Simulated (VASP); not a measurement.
# Al2O3: single point with LDA

The system is Al2O3.

```xyz
5
Lattice="2.8843 0.0000 0.0000 -1.4422 2.4979 0.0000 0.0000 0.0000 9.3368" Properties=species:S:1:pos:R:3 pbc="T T T"
Al    0.0000    0.0000    1.4004
Al    0.0000    0.0000    7.9363
O     0.0000    1.6653    2.0757
O     1.4422    0.8326    0.0000
O     0.0000    1.6653    7.2610
```

Measurements of this composition are mostly on another form, of space group No. 167.

| Property | Result |
| --- | --- |
| Program | VASP 6.6.1 |
| Task | single point |
| Functional | LDA |
| Potentials or basis | VASP PAW LDA potentials, release 64 (Al, O) |
| Cutoff | 520 eV |
| k mesh | 12 × 12 × 4 |
| Occupations | gaussian, width 0.05 eV |
| Spin | no spin polarisation |
| Dipole correction | no |
| Further INCAR settings | ALGO = Fast; EDIFF = 1e-06; NBANDS = 20 |

```
Pressure               : -6.4 GPa
Largest force          : 0.498 eV/Å
Band gap on the k mesh : 4.74 eV, indirect (least direct gap 4.99 eV)
```

Forces on the atoms (eV/Å):
```
Al   0.000  0.000  0.019
Al   0.000  0.000 -0.019
O    0.000  0.000 -0.498
O    0.000  0.000  0.000
O    0.000  0.000  0.498
```

Stress tensor (GPa, compression positive):
```
-7.11  0.00  0.00
 0.00 -7.11  0.00
 0.00  0.00 -5.01
```

Levels at points of the mesh, in eV from the valence-band top:
| k point | band 8 | band 9 | band 10 | band 11 | band 12 | band 13 | band 14 | band 15 | band 16 | band 17 |
| --- | --- | --- | --- | --- | --- | --- | --- | --- | --- | --- |
| (0.00, 0.00, 0.00) | -1.25 | -1.25 | -0.53 | -0.53 | -0.25 | 4.74 | 7.39 | 7.69 | 9.17 | 12.77 |
| (0.50, 0.00, 0.00) | -2.23 | -1.98 | -1.00 | -0.81 | -0.56 | 7.63 | 8.64 | 8.85 | 10.77 | 11.96 |
| (0.00, 0.00, 0.50) | -1.25 | -1.25 | -0.53 | -0.53 | -0.30 | 4.87 | 6.99 | 7.83 | 9.49 | 12.59 |
| (0.50, 0.00, 0.50) | -2.24 | -1.98 | -1.00 | -0.82 | -0.55 | 7.65 | 8.60 | 8.90 | 10.56 | 12.38 |

It took 2.1 min on 1 thread of AMD EPYC 7R43 64-Core Processor (Zen 3), on a shared host, peak memory 0.16 GiB.

A k mesh can miss the band edges. LDA gaps usually lie below the measured ones, often by a third to a half.
